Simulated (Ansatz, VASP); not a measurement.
One calculation of Os, two programs

```
CELL_PARAMETERS angstrom
0.00000 1.92871 1.92871
1.92871 0.00000 1.92871
1.92871 1.92871 0.00000
ATOMIC_POSITIONS crystal
Os 0.00000 0.00000 0.00000
```

Alike in both runs: task single point; functional PBE; k mesh 14 × 14 × 14; occupations fermi-dirac, width 0.1 eV; non-collinear spin, spin-orbit coupling.

|  | VASP | Ansatz |
| --- | --- | --- |
| version | VASP 6.6.1 | Ansatz 0.2.0 |
| potentials or method | VASP PAW PBE potentials, release 64 (Os) | plane waves (420 eV) with PAW, fully relativistic with spin-orbit coupling |
| plane-wave cutoff (eV) | 520 | 420 |
| valence electrons in the cell | 8 | 16 |

```csv
,VASP,Ansatz,Ansatz less VASP
net moment per atom (μB),0.00,0.00,0.000
```

The two sets of potentials don't hold the same shells in valence.
